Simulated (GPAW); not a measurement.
Write an ASE script for GPAW 26.7.0 that does the following.

```yaml
Task: single point
Functional: PBE
Potentials_or_basis: GPAW PAW data sets (gpaw-data 1.2.1)
Cutoff: 600 eV
Basis: pw
k_mesh: 7 × 7 × 7
Occupations: gaussian, width 0.02 eV
Spin: no spin polarisation
Maxiter: 150
```

Crystal: TePb.

```xyz
2
Lattice="4.0023 0.0000 0.0000 0.0000 4.0023 0.0000 0.0000 0.0000 4.0023" Properties=species:S:1:pos:R:3 pbc="T T T"
Pb    0.0000    0.0000    0.0000
Te    2.0011    2.0011    2.0011
```

Measurements of this composition are mostly on another form, of space group No. 225.

These files were run (other wordings do the same):

run.py

```python
from ase import Atoms
from ase.dft.bandgap import bandgap
from ase.io import write
from ase.units import GPa
from gpaw import GPAW, PW

atoms = Atoms(['Pb', 'Te'],
              cell=[[4.002287, 0.0, 0.0],
                    [0.0, 4.002287, 0.0],
                    [0.0, 0.0, 4.002287]],
              scaled_positions=[[0.0, 0.0, 0.0],
                                [0.5, 0.5, 0.5]],
              pbc=True)

calc = GPAW(mode=PW(600),
            xc='PBE',
            kpts={'size': (7, 7, 7), 'gamma': True},
            occupations={'name': 'methfessel-paxton', 'order': 0, 'width': 0.02},
            nbands=19,
            convergence={'density': 1e-05, 'energy': 1e-05},
            maxiter=150,
            txt='gpaw.txt')
atoms.calc = calc
energy = atoms.get_potential_energy()
forces = atoms.get_forces()
stress = atoms.get_stress()
calc.write('gs.gpw')
write('result.traj', atoms)
print(f'Energy: {energy:.6f} eV')
print('Forces (eV/A):')
print(forces.round(4))
print('Stress (GPa):', (stress / GPa).round(3))
print('Fermi level:', round(calc.get_fermi_level(), 4), 'eV')
print(f'Gap: {bandgap(calc)[0]:.4f} eV, direct: {bandgap(calc, direct=True)[0]:.4f} eV')
```

Potentials or basis: GPAW PAW data sets (gpaw-data 1.2.1), pw.

Command:

```console
$ OMP_NUM_THREADS=1 python run.py
```

It gave:

The pressure is -0.2 GPa and the band gap on the k mesh is none (metal or under the smearing width).

Wall time 17 s on 1 thread of Arm Neoverse V1, with other jobs on the host, peak memory 0.16 GiB.
